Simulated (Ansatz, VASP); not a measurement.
**SnSe in VASP and in Ansatz**

The input INCAR:

```
  PREC = Accurate
  ENCUT = 520
  EDIFF = 1E-6
  ISMEAR = 0
  SIGMA = 0.05
  LREAL = F
  LASPH = T
  NELM = 100
  ALGO = Normal
  ISIF = 2
  LWAVE = F
  LCHARG = F
  GGA = PE
  NBANDS = 17
```

File KPOINTS:

```
regular mesh
0
Gamma
  10 10 10
```

File POSCAR:

```
SnSe
1.0
    0.0000000000      3.0704150014      3.0704150014
    3.0704150014      0.0000000000      3.0704150014
    3.0704150014      3.0704150014      0.0000000000
Sn Se
1 1
Direct
    0.0000000000      0.0000000000      0.0000000000
    0.5000000000      0.5000000000      0.5000000000
```

Input for Ansatz:

```yaml
crystal:
  lattice:
    - [0.0, 3.0704150014, 3.0704150014]
    - [3.0704150014, 0.0, 3.0704150014]
    - [3.0704150014, 3.0704150014, 0.0]
  atoms:
    - { symbol: Sn, position: [0.0, 0.0, 0.0] }
    - { symbol: Se, position: [0.5, 0.5, 0.5] }
basis:
  ecutwfc: 420
  ecutrho_ratio: 4
kpoints:
  mp_grid: { grid: [10, 10, 10] }
hamiltonian:
  xc: pbe
scf:
  occupations: { method: gaussian, width: 0.05 }
output:
  forces: true
  stress: true
  eigenvalues: true
  write_density: true
  write_potential: true
  elf: true
  volumetric_format: npy
```

Alike in both runs: task single point; functional PBE; k mesh 10 × 10 × 10; occupations gaussian, width 0.05 eV; no spin polarisation.

```csv
,VASP,Ansatz
version,VASP 6.6.1,Ansatz 0.2.0
potentials or method,"VASP PAW PBE potentials, release 64 (Sn_d, Se)","scalar-relativistic, plane waves, PAW"
plane-wave cutoff (eV),520,420
valence electrons in the cell,20,30
```

```csv
,VASP,Ansatz,Ansatz less VASP
gap on the k mesh at the Fermi level (eV),0.34,0.34,-0.001
least direct gap on the mesh (eV),0.34,0.34,-0.001
pressure (GPa),-1.8,-1.8,+0.02
```

With one functional, cell and mesh, what is left measures potentials, basis and numerics. The two sets of potentials don't hold the same shells in valence.

Caveats: spin-orbit coupling is left out, which moves the levels of the heavy elements.
